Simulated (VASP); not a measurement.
VASP 6.6.1 run: YN

INCAR

```
LDAU = .TRUE.
EDIFF = 1E-7
SIGMA = 0.01
METAGGA = RSCAN
LWAVE = .FALSE.
IBRION = -1
NBANDS = 15
NSW = 0
ISMEAR = 0
LDAUL = 2 -1
LDAUU = 8.0 0
NELM = 120
LASPH = .TRUE.
ALGO = Normal
LMAXMIX = 4
LCHARG = .FALSE.
ENCUT = 300
LDAUTYPE = 2
PREC = Accurate
LREAL = .FALSE.
LDAUJ = 0 0
ISIF = 2
```

KPOINTS

```
KPOINTS created by Atomic Simulation Environment
0
Gamma
10 10 10
0 0 0
```

POSCAR

```
Y  N
 1.0000000000000000
     0.0000000000000000    2.4970091072999998    2.4970091072999998
     2.4970091072999998    0.0000000000000000    2.4970091072999998
     2.4970091072999998    2.4970091072999998    0.0000000000000000
 Y   N
   1   1
Cartesian
  0.0000000000000000  0.0000000000000000  0.0000000000000000
  2.4970091072999998  2.4970091072999998  2.4970091072999998
```

The recommended PBE PAW datasets give the neutral cell 16 valence electrons.

Command

```
mpirun -np 1 vasp_std
```

Task: Predict the outcome of this run.

Result: It converged. Results: gap between bands v and c on the k mesh 2.02 eV; least direct gap on the k mesh 2.58 eV; pressure -2.7 GPa. Band v is the last that the valence electrons fill when counted band by band, and c is the next.

OSZICAR

```
N       E                     dE             d eps       ncg     rms          rms(c)
DAV:   1     0.132755528652E+01    0.13276E+01   -0.60950E+03  1458   0.714E+02
DAV:   2    -0.499575565373E+02   -0.51285E+02   -0.48070E+02  1958   0.172E+02
DAV:   3    -0.516866207344E+02   -0.17291E+01   -0.17210E+01  1676   0.279E+01
DAV:   4    -0.517035327362E+02   -0.16912E-01   -0.16909E-01  1754   0.282E+00
DAV:   5    -0.517037580729E+02   -0.22534E-03   -0.22533E-03  1655   0.269E-01    0.289E+01
DAV:   6    -0.428069706562E+02    0.88968E+01   -0.69028E+00  1627   0.218E+01    0.312E+01
DAV:   7    -0.429671146644E+02   -0.16014E+00   -0.53303E-01  1746   0.554E+00    0.235E+01
DAV:   8    -0.430519500527E+02   -0.84835E-01   -0.36025E-01  1466   0.497E+00    0.731E+00
DAV:   9    -0.430182520428E+02    0.33698E-01   -0.14589E-01  1523   0.263E+00    0.190E+00
DAV:  10    -0.430155401454E+02    0.27119E-02   -0.48992E-03  1606   0.579E-01    0.126E+00
DAV:  11    -0.430152050310E+02    0.33511E-03   -0.26701E-03  1592   0.462E-01    0.338E-01
DAV:  12    -0.430151802605E+02    0.24771E-04   -0.80050E-05  1712   0.717E-02    0.221E-01
DAV:  13    -0.430151760530E+02    0.42074E-05   -0.37869E-05  1760   0.470E-02    0.786E-02
DAV:  14    -0.430151766541E+02   -0.60109E-06   -0.16109E-06  1578   0.124E-02    0.180E-02
DAV:  15    -0.430151761587E+02    0.49538E-06   -0.52387E-07  1760   0.627E-03    0.225E-03
DAV:  16    -0.430151758677E+02    0.29100E-06   -0.31497E-08   782   0.129E-03    0.377E-04
DAV:  17    -0.430151758582E+02    0.95365E-08   -0.37061E-09   712   0.450E-04
   1 F= -.43015176E+02 E0= -.43015176E+02  d E =-.657255-121
```

For comparison, a separate r²SCAN run of the intended cell, on usual settings and not on those above, gives a gap of 0.69 eV on its mesh and a pressure of -8.9 GPa.
